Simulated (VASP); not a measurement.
Crystal: BeTe.

```xyz
2
Lattice="3.8991 0.0000 0.0000 -1.9495 3.3767 0.0000 0.0000 0.0000 3.8975" Properties=species:S:1:pos:R:3 pbc="T T T"
Be    0.0000    0.0000    1.9487
Te    0.0000    2.2511    1.9487
```

The cell was built by a generator and needn't be a form met in nature.

- Program: VASP 6.6.1
- Task: relaxation of cell and atoms
- Functional: PBE
- Potentials or basis: VASP PAW PBE potentials, release 64 (Be, Te)
- Cutoff: 520 eV
- k mesh: 5 × 5 × 4
- Occupations: gaussian, width 0.15 eV
- Spin: no spin polarisation

At the start: pressure 7.0 GPa; volume 25.66 Å³/atom.

Question: How do energy, volume and symmetry change on relaxing?

Answer: Over 8 steps the energy falls by 136.7 meV/atom and the volume is 38.87 Å³/atom (+51.5 %); space group P-6m2 (No. 187, to 0.05 Å).

The path:
```csv
step,energy change (eV),largest force (eV/Å),pressure (GPa),volume (Å³)
1,0.0000,0.0000,6.97,51.31
2,-0.1311,0.0000,-1.09,60.06
3,-0.1375,0.0000,0.01,58.29
4,-0.2008,0.0000,0.27,60.51
5,-0.2474,0.0000,0.59,63.91
6,-0.2472,0.0000,2.06,70.33
7,-0.2726,0.0000,0.31,76.31
8,-0.2734,0.0000,0.03,77.74
```

Final structure:
```
Be Te
1.0
     4.03412    0.00000    0.00000
    -2.01706    3.49365    0.00000
     0.00000    0.00000    5.51590
Be Te
1 1
Cartesian
  4.0341 0.0000 2.7579
  0.0000 2.3291 2.7579
```

Caveat: the volume moved by over 15 % at a fixed basis, so the end points are rough; this functional lacks dispersion, which binds the layers, so the pressure and a relaxed spacing across them are unreliable, and here the layers came unbound.
